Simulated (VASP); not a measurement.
Runs of VASP 6.6.1 on Rh. The structure is cubic, space group Fd-3m (No. 227). Conventional cell: a = 5.013 Å, b = 5.013 Å, c = 5.013 Å, α = 90.00°, β = 90.00°, γ = 90.00°. Rh (site symmetry -43m) is surrounded by 4 Rh at 2.17 Å. The cell was built by a generator and needn't be a form met in nature.

```csv
task,cell,k mesh,cutoff (eV),mesh quality,gap on the mesh (eV),pressure (GPa)
single point,"Fd-3m, 15.75 Å³/atom",6 × 6 × 6,520,coarse,none,71.9
relaxation of cell and atoms,relaxed,6 × 6 × 6,600,coarse,none,0.2
single point,"Fd-3m, 20.28 Å³/atom",6 × 6 × 6,520,not flagged,none,(a)
single point,"Fd-3m, 20.34 Å³/atom",18 × 18 × 18,520,not flagged,none,0.6
```

Alike in all rows: level r2SCAN; potentials or basis VASP PAW PBE potentials, release 64 (Rh_pv); no spin polarisation; smearing gaussian 0.1 eV.

Problem. Fill in the values left out.

Solution. (a) 0.7.

Caveats: some runs use coarse meshes; the PAW data sets were made with another functional, which shifts forces and pressure a little; a pressure of tens of GPa on the cell as given is suspect, and the run, the potentials or the cell itself is likely at fault (some runs); the volume moved by over 15 % at a fixed basis, so the end points are rough (some runs).

A k mesh can miss the band edges, and the runs leave out spin-orbit coupling on Rh.

A gap of «none» marks a metal or a gap under the smearing width.
